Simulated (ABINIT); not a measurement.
# A GW chain in ABINIT: InP (F-43m), part 3 of 3

How does a plane-wave GW calculation on InP (F-43m) run from the first input to the gap?

ABINIT 10.8.3; LDA and many-body steps on it, plane waves. Known limits of the many-body steps: not at the basis limit; screening runs away on this mesh; no spin-orbit coupling; coarse k mesh.

So far. Step 4 (Empty states on the mesh, 4×4×4 mesh, 264 bands): On this mesh the gap is 0.457 eV. Step 5 (Screening, 4×4×4 mesh, 256 bands, screening to 244.9 eV): Local fields lower ε∞ by 6 %. The value itself is an artefact of the mesh, where one narrow direct gap carries too much weight.

### Step 6. Self-energy, 4×4×4 mesh, 256 bands, screening to 244.9 eV

The self-energy is evaluated for the states that the input lists, and the levels follow from it, in one-shot runs by the linearised quasiparticle equation.

This step: G0W0 on LDA, plane waves, norm-conserving pseudopotentials.

File run.abi:

```
acell 3*1.0 Angstrom
rprim 
  -0.000000000000 2.934350000000 2.934350000000
  2.934350000000 -0.000000000000 2.934350000000
  2.934350000000 2.934350000000 -0.000000000000
ntypat 2
znucl 49 15
natom 2
typat 1 2
xred 
  0.000000000000 0.000000000000 0.000000000000
  0.250000000000 0.250000000000 0.250000000000
pp_dirpath "pseudos"
pseudos "In.upf, P.upf"
ecut 33
ngkpt 4 4 4
nshiftk 1
shiftk 0 0 0
kptopt 1
chksymbreak 0
istwfk *1
occopt 1
irdwfk 1
optdriver 4
nband 256
gwcalctyp 0
ecutsigx 33
symsigma 1
nkptgw 3
kptgw 
  0.0000000000 0.0000000000 0.0000000000
  0.5000000000 0.0000000000 0.0000000000
  0.5000000000 0.5000000000 0.0000000000
bdgw 
  11 17
  12 16
  12 15
ecuteps 9
irdscr 1
ppmodel 1
indata_prefix "in"
outdata_prefix "out"
tmpdata_prefix "tmp"
```

Launch:

```bash
> OMP_NUM_THREADS=1 mpirun -n 4 abinit run.abi > log
```

Numbers of over 12 decimals in the logs are rounded to 6 here.

Log:

```text
.Version 10.8.3 of ABINIT. v10.8.2 released Aug 2026.

 Symmetries : space group F-4 3 m (#216); Bravais cF (face-center cubic)
[... echo of the input left out ...]
== DATASET  1 ==================================================================
-   mpi_nproc: 4, omp_nthreads: 1 (-1 if OMP is not activated)

--- !DatasetInfo
iteration_state: {dtset: 1, }
dimensions: {natom: 2, nkpt: 8, mband: 256, nsppol: 1, nspinor: 1, nspden: 1, mpw: 3119, }
cutoff_energies: {ecut:  33.0, pawecutdg:  -1.0, }
electrons: {nelect:   2.60000000E+01, charge:   0.00000000E+00, occopt:   1.00000000E+00, tsmear:   1.00000000E-02, }

 SIGMA: Calculation of the GW corrections

 Based on a program developped by R.W. Godby, V. Olevano, G. Onida, and L. Reining.
 Incorporated in ABINIT by V. Olevano, G.-M. Rignanese, and M. Torrent.
.Using double precision arithmetic ; gwpc =  8

[... cell and pseudopotentials left out ...]
--------------------------------------------------------------------------------

 ==== K-mesh for the wavefunctions ====
 Number of points in the irreducible wedge :     8
[... list of points left out ...]
 Together with 24 symmetry operations and time-reversal symmetry
 yields    64 points in the full Brillouin Zone.

 ==== Q-mesh for screening function ====
 Number of points in the irreducible wedge :     8
[... list of points left out ...]
 Together with 24 symmetry operations and time-reversal symmetry
 yields    64 points in the full Brillouin Zone.

 vcoul_init : cutoff-mode = AUXILIARY_FUNCTION
 q-points for optical limit:   1
     1)      0.000010    0.000020    0.000030
 setmesh: FFT mesh size selected  =    45x   45x   45
          total number of points  =        91125

 Number of electrons calculated from density =   26.0000; Expected =   26.0000
 average of density, n =  0.076245
 r_s =    1.4630
 omega_plasma =   26.6355 [eV]

 === KS Band Gaps ===
  >>>> For spin  1
   Minimum direct gap =   0.4573 [eV], located at k-point      :   0.0000  0.0000  0.0000
   Fundamental gap    =   0.4573 [eV], Top of valence bands at :   0.0000  0.0000  0.0000
                                       Bottom of conduction at :   0.0000  0.0000  0.0000
 SIGMA fundamental parameters:
 PLASMON POLE MODEL  1
 number of plane-waves for SigmaX                 3119
 number of plane-waves for SigmaC and W            459
 number of plane-waves for wavefunctions          3119
 number of bands                                   256
 number of independent spin polarizations            1
 number of spinorial components                      1
 number of k-points in IBZ                           8
 number of q-points in IBZ                           8
 number of symmetry operations                      24
 number of k-points in BZ                           64
 number of q-points in BZ                           64
 number of frequencies for dSigma/dE                 9
 frequency step for dSigma/dE [eV]                0.25
 number of omega for Sigma on real axis              0
 max omega for Sigma on real axis  [eV]           0.00
 zcut for avoiding poles [eV]                     0.10

 EPSILON^-1 parameters (SCR file):
 dimension of the eps^-1 matrix on file            459
 dimension of the eps^-1 matrix used               459
 number of plane-waves for wavefunctions          3119
 number of bands                                   256
 number of q-points in IBZ                           8
 number of frequencies                               2
 number of real frequencies                          1
 number of imag frequencies                          1

 matrix elements of self-energy operator (all in [eV])

 Perturbative Calculation

--- !SelfEnergy_ee
iteration_state: {dtset: 1, }
kpoint     : [   0.000,    0.000,    0.000, ]
spin       : 1
KS_gap     :    0.457
QP_gap     :    1.311
Delta_QP_KS:    0.854
data: !SigmaeeData |
     Band     E0 <VxcDFT>   SigX SigC(E0)      Z dSigC/dE  Sig(E)    E-E0       E
       11   4.737 -12.866 -14.742   0.955   0.774  -0.292 -13.579  -0.713   4.024
       12   4.737 -12.866 -14.742   0.955   0.774  -0.292 -13.579  -0.713   4.024
       13   4.737 -12.866 -14.742   0.955   0.774  -0.292 -13.579  -0.713   4.024
       14   5.194 -12.080  -7.881  -4.020   0.788  -0.269 -11.940   0.140   5.335
       15   8.694 -11.123  -6.361  -4.415   0.792  -0.263 -10.848   0.275   8.969
       16   8.694 -11.123  -6.361  -4.415   0.792  -0.263 -10.848   0.275   8.969
       17   8.694 -11.123  -6.361  -4.415   0.792  -0.263 -10.848   0.275   8.969

--- !SelfEnergy_ee
iteration_state: {dtset: 1, }
kpoint     : [   0.500,    0.000,    0.000, ]
spin       : 1
KS_gap     :    2.280
QP_gap     :    3.154
Delta_QP_KS:    0.874
data: !SigmaeeData |
     Band     E0 <VxcDFT>   SigX SigC(E0)      Z dSigC/dE  Sig(E)    E-E0       E
       12   3.752 -12.294 -14.467   1.285   0.773  -0.294 -12.980  -0.686   3.066
       13   3.752 -12.294 -14.467   1.285   0.773  -0.294 -12.980  -0.686   3.066
       14   6.032 -11.573  -7.312  -4.025   0.794  -0.260 -11.385   0.188   6.220
       15   9.434 -10.770  -5.905  -4.609   0.791  -0.264 -10.568   0.202   9.637
       16   9.434 -10.770  -5.905  -4.609   0.791  -0.264 -10.568   0.202   9.637

--- !SelfEnergy_ee
iteration_state: {dtset: 1, }
kpoint     : [   0.500,    0.500,    0.000, ]
spin       : 1
KS_gap     :    3.948
QP_gap     :    4.662
Delta_QP_KS:    0.713
data: !SigmaeeData |
     Band     E0 <VxcDFT>   SigX SigC(E0)      Z dSigC/dE  Sig(E)    E-E0       E
       12   2.391 -11.496 -14.128   1.735   0.770  -0.299 -12.187  -0.691   1.700
       13   2.391 -11.496 -14.128   1.735   0.770  -0.299 -12.187  -0.691   1.700
       14   6.340  -9.580  -5.625  -3.928   0.806  -0.241  -9.558   0.022   6.362
       15   6.853 -10.943  -6.695  -4.079   0.796  -0.256 -10.808   0.134   6.987

== END DATASET(S) ==============================================================
================================================================================

 -outvars: echo values of variables after computation  --------
           etotal      0.0000000000E+00
            nband         256
             nkpt           8
          spgroup         216
 [... the other variables as echoed above ...]

 Calculation completed.
```

Run time: 1.9 min. Hardware: 4 MPI ranks of Arm Neoverse V1, shared host; peak memory 1.9 GiB; 7.5 min of CPU time.

This step gave:

| Property | Result |
| --- | --- |
| G0W0 gap on the points computed | 1.311 eV |
| starting gap on the mesh | 0.4573 eV |
| k of the valence top | 0, 0, 0 |
| k of the conduction bottom | 0, 0, 0 |
| Z at the valence top | 0.774 |
| Z at the conduction bottom | 0.788 |
| least direct G0W0 gap on the computed points | 1.311 eV |

The gap on the mesh goes from 0.46 eV to 1.31 eV, a correction of +0.85 eV.

Limits: finite bands, cutoff and mesh; no spin-orbit coupling; coarse k mesh. v1 is the top filled band, c1 the lowest empty one. The levels before and after the correction (eV, zero at the valence-band top of each column):

|  | conduction bottom | valence top |
| --- | --- | --- |
| Kohn-Sham | 0.46 | 0.00 |
| G0W0 | 1.31 | 0.00 |

|  | level | energy (eV) |
| --- | --- | --- |
| Kohn-Sham | Γ v3-v1 | 0.000 |
| Kohn-Sham | Γ c1 | 0.457 |
| Kohn-Sham | Γ c2-c4 | 3.957 |
| G0W0 | Γ v3-v1 | 0.000 |
| G0W0 | Γ c1 | 1.311 |
| G0W0 | Γ c2-c4 | 4.945 |

### Step 7. Where the time went

Times are wall times on 4 MPI ranks of Arm Neoverse V1, shared host, good to a factor of about two.

| step | time | share | memory (GiB) |
| --- | --- | --- | --- |
| ground state | 13 s | 4 % | 0.31 |
| bands along the symmetry lines | 17 s | 5 % | 0.31 |
| empty states on the mesh | 53 s | 16 % | 2.3 |
| screening | 2.4 min | 42 % | 1.7 |
| self-energy | 1.9 min | 33 % | 1.9 |

### Step 8. Results

| Item | Value |
| --- | --- |
| LDA gap | 0.46 eV, direct |
| G0W0 gap on the mesh | 1.31 eV |
| GW settings | 4×4×4 mesh, 256 bands, screening to 244.9 eV, Godby-Needs plasmon pole |
| known limits | not at the basis limit; screening runs away on this mesh; no spin-orbit coupling; coarse k mesh |

In words: G0W0 moves the gap on the mesh from 0.46 eV to 1.31 eV (+0.85 eV), with Z of 0.77 and 0.79 at the edges. Local fields lower the RPA ε∞ on this mesh from 133.15 to 125.32; a Γ-centred mesh this coarse tends to raise both, most where the direct gap is narrow, while a short band sum lowers them. Only 3 of the mesh's irreducible points were corrected, so a valley elsewhere could overtake. Bands and cutoff are finite, so the gap is not at the basis limit. The miss can reach some tenths of an eV and take either sign; the mesh is an error of its own. In the G0W0 run levels were corrected at 3 k points alone, so a gap called «on the mesh» is the least over those, and an edge elsewhere would be missed. The 4×4×4 mesh is coarse for this cell, which bears on the long-range parts of exchange and screening. On this mesh the RPA ε∞ passes 90, more than nearly any semiconductor shows; a coarse mesh does this where one point with a narrow direct gap carries much weight. The screening is then too strong, and the G0W0 gap should not be taken as the material's. The many-body steps are scalar-relativistic: spin-orbit coupling is not in them.

[Paths, hosts, dates, memory and timing lines, banners, echoed tables and standing remarks are left out of the program output.]

[Logs are printed without paths, hosts, clocks, repeated set-up lines and the standing remarks that a program may print on its own settings, such as how far it seeks lower states.]

[Runs of the session that timed out or met a known fault of the program may be left out.]

[Hosts, paths, dates, database ids (printed as entryN), source tags and the programs' standing remarks are cut or masked in the printed files.]

[G0W0 gaps are taken among the corrected bands and points alone; a level outside them can change the order at an edge.]

[Where Ansatz stands beside ABINIT at settings called matched, ABINIT's density can come from a denser mesh and the files from another edition; pairs whose starting gaps differed by over 0.03 eV were left out, so agreement reads better than it is.]
